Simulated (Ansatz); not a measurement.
ZnS in the zincblende structure, relaxed with r2SCAN in Ansatz: space group F-43m (No. 216), cubic; conventional cell a = 5.388 Å, 19.55 Å³ an atom. Zn has 4 S at 2.33 Å; S has 4 Zn at 2.33 Å. It was then strained (uniaxial along z, other directions held), atoms relaxed again within the symmetry left. Unstrained, HSE06 gives 3.378 eV (Γ, 6×6×6 mesh), and the band edges keep their places in every row. Only one sign of strain is shown, since it lowers the symmetry, and equivalent edge states can then move with another slope on the other side. Stress is positive in compression. Spin-unpolarised throughout; all numbers are computed.

Axes as in this cell:
```
Zn S
1.0
     0.00000    2.69409    2.69409
     2.69409    0.00000    2.69409
     2.69409    2.69409    0.00000
Zn S
1 1
Direct
  0.00000 0.00000 0.00000
  0.25000 0.25000 0.25000
```

| strain (%) | ε | ΔE_g, HSE06 (eV) | Δσ_zz, r2SCAN (GPa) |
| --- | --- | --- | --- |
| +1.0 | +0.0100 | -0.060 | -1.06 |
| +2.93 | +0.0293 | -0.177 | -3.05 |
| +3.29 | +0.0329 | -0.199 | -3.41 |
| +4.0 | +0.0400 | -0.242 | -4.12 |

(1) Fit ΔE_g = a x + b x² to these rows by least squares, with x = ε.

(2) Fit the change of σ_zz in the same way.

(3) Predict the withheld row at +2.0 % (x = +0.0200).

## Answers

(1) The normal equations take Σx² = 3.641e-03, Σx³ = 1.258e-04, Σx⁴ = 4.479e-06, ΣxΔE = -2.201e-02 and Σx²ΔE = -7.606e-04, and give a = -6.00 eV, b = -1.2 eV; the largest residual is 0.000 eV.

(2) Δσ_zz = -107.0 x + (100) x² GPa. The slope, 107 GPa, is C₁₁ in these axes.

(3) ΔE_g ≈ -6.00 × (+0.0200) + (-1.2) × (+0.0200)² = -0.120 eV, and Δσ_zz ≈ -2.10 GPa. The runs give -0.120 eV and -2.11 GPa, off by 0.000 eV and -0.01 GPa.
